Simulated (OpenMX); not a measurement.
## KF under changes of volume

One of the cells (17.652 Å³/atom); the others are scaled copies at fixed shape and fractional positions:

```
CELL_PARAMETERS angstrom
3.28054 0.00000 0.00000
0.00000 3.28054 0.00000
0.00000 0.00000 3.28054
ATOMIC_POSITIONS crystal
K 0.00000 0.00000 0.00000
F 0.50000 0.50000 0.50000
```

The cell comes from a database or a generator and needn't be the stable form of this composition.

* Program: OpenMX 3.8.5
* Functional: PBE
* Potentials or basis: OpenMX 2013 PBE set, K10.0-s3p2d1, F6.0-s2p2d1, fixed grid of 40 × 40 × 40 points
* k mesh: 9 × 9 × 9
* Occupations: fermi-dirac, width 0.05 eV
* Spin: no spin polarisation

| volume (Å³/atom) | energy over the lowest point (meV/atom) | gap on the mesh (eV) |
| --- | --- | --- |
| 16.268 | ? | ? |
| 16.614 | 1.99 | 6.54 |
| 16.960 | 0.00 | 6.38 |
| 17.652 | 0.48 | 6.10 |
| 17.999 | 2.65 | 5.97 |
| 18.345 | 5.95 | 5.85 |

**Question.** What does the run at 16.268 Å³/atom give?

**Answer.** Energy over the lowest point 5.72 meV/atom; gap on the mesh 6.70 eV.

Worked out: A Birch-Murnaghan fit of order 3 (a polynomial in V^(-2/3)) to the other rows has its minimum at 17.24 Å³/atom with B0 = V·E''(V) = 32 GPa and B' = 4.2. It gives 5.68 meV/atom at 16.268 Å³/atom, against the run's 5.72. A straight line through the other rows of the gap, of slope -6.96 eV per unit of ln V, extrapolates to 6.68 eV, against the run's 6.70.

Energies are extrapolated to zero smearing.

Caveats: an odd mesh through Γ misses points on the zone boundary, where band edges often lie; the basis of atomic orbitals isn't converged, which shifts pressures, moduli and gaps.
